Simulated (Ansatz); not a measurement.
# MgS (Niningerite) under changes of volume

One of the cells (17.609 Å³/atom); the others are scaled copies at fixed shape and fractional positions:

```
S Mg
1.0
     0.00000    2.60165    2.60165
     2.60165    0.00000    2.60165
     2.60165    2.60165    0.00000
S Mg
1 1
Direct
  0.50000 0.50000 0.50000
  0.00000 0.00000 0.00000
```

| Property | Result |
| --- | --- |
| Program | Ansatz 0.2.0 |
| Functional | LDA |
| Potentials or basis | all-electron LAPW, scalar-relativistic |
| Cutoff | 184 eV (chosen from the basis error) |
| Basis error allowed | 0.001 eV/atom |
| k mesh | 9 × 9 × 9 |
| Occupations | fermi-dirac, width 0.05 eV |
| Spin | no spin polarisation |

```csv
volume (Å³/atom),energy over the lowest point (meV/atom),pressure (GPa),gap on the mesh (eV)
16.553,1.62,1.7,2.82
16.905,0.00,-0.2,2.78
17.257,?,?,?
17.609,7.74,-3.3,2.69
17.962,16.37,-4.6,2.65
18.314,27.76,-5.8,2.61
18.666,41.62,-6.8,2.57
```

**Question.** What does the run at 17.257 Å³/atom give?

**Answer.** Energy over the lowest point 2.17 meV/atom; pressure -1.8 GPa; gap on the mesh 2.74 eV.

Worked out: A Birch-Murnaghan fit of order 3 (a polynomial in V^(-2/3)) to the other rows has its minimum at 16.87 Å³/atom with B0 = V·E''(V) = 83 GPa and B' = 4.1. It gives 2.17 meV/atom at 17.257 Å³/atom, against the run's 2.17, and -dE/dV = -1.8 GPa, against -1.8. A straight line through the other rows of the gap, of slope -2.09 eV per unit of ln V, gives 2.73 eV, against the run's 2.74.

Energies are extrapolated to zero smearing.

Caveats: an odd mesh through Γ misses points on the zone boundary, where band edges often lie.
